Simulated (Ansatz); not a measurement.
# Mn3Si: the cost of one run

Program: Ansatz 0.2.0. Level of theory: DFT PBE, scalar-relativistic, plane waves, PAW. These are calculated values, not measurements.

3 further runs of the same task are left out: 2 that didn't finish, 1 set aside as unsound or not needed.

## 1. The starting structure

Symmetry: R-3m, No. 166, trigonal system. The conventional cell has a = 4.012 Å, b = 4.012 Å, c = 13.684 Å, α = 90.00°, β = 90.00°, γ = 120.00°. Around Mn (site symmetry 2/m) lie 4 Mn at 2.01 Å and 2 Si at 2.56 Å. Around Si (site symmetry -3m) lie 6 Mn at 2.56 Å.

As a file:

```cif
data_structure
_symmetry_space_group_name_H-M 'P 1'
_symmetry_Int_Tables_number 1
_cell_length_a 5.1157
_cell_length_b 5.1157
_cell_length_c 5.1157
_cell_angle_alpha 46.174
_cell_angle_beta 46.174
_cell_angle_gamma 46.174
_cell_volume 63.58
loop_
_atom_site_label
_atom_site_type_symbol
_atom_site_fract_x
_atom_site_fract_y
_atom_site_fract_z
_atom_site_occupancy
Mn1 Mn 0.50000 0.50000 0.00000 1
Mn2 Mn 0.00000 0.50000 0.50000 1
Mn3 Mn 0.50000 0.00000 0.50000 1
Si1 Si 0.50000 0.50000 0.50000 1
```

The cell is invented: random cell by space group and Wyckoff sites (R-3m, No. 166). The dimensions are guesses.

## 2. Probe: one point on a coarse mesh

The input, input.yaml:

```yaml
crystal:
  lattice:
    - [2.00599416, 1.15816127, 4.5612507]
    - [-2.00599416, 1.15816127, 4.5612507]
    - [0.0, -2.31632254, 4.5612507]
  atoms:
    - { symbol: Mn, position: [0.5, 0.5, 0.0], spin: 4.0 }
    - { symbol: Mn, position: [0.0, 0.5, 0.5], spin: 4.0 }
    - { symbol: Mn, position: [0.5, 0.0, 0.5], spin: 4.0 }
    - { symbol: Si, position: [0.5, 0.5, 0.5] }
basis:
  ecutwfc: 420
kpoints:
  mp_grid: { grid: [6, 6, 6] }
hamiltonian:
  xc: pbe
scf:
  occupations: { method: gaussian, width: 0.1 }
  lower_state_search: "off"
output:
  forces: true
  stress: true
  eigenvalues: true
  populations: true
magnetization:
  spin_polarized: true
```

Run with:

```console
> ansatz run input.yaml --threads 1 --pin off --max-ram 2560MiB --backend cpu --events-out ev --progress --plain --runs-dir out
```

What time and memory should one allow on 1 thread of Intel Xeon at 2.50GHz (Skylake/Cascade Lake), shared host?

About 32 s, with a peak of 0.46 GiB.
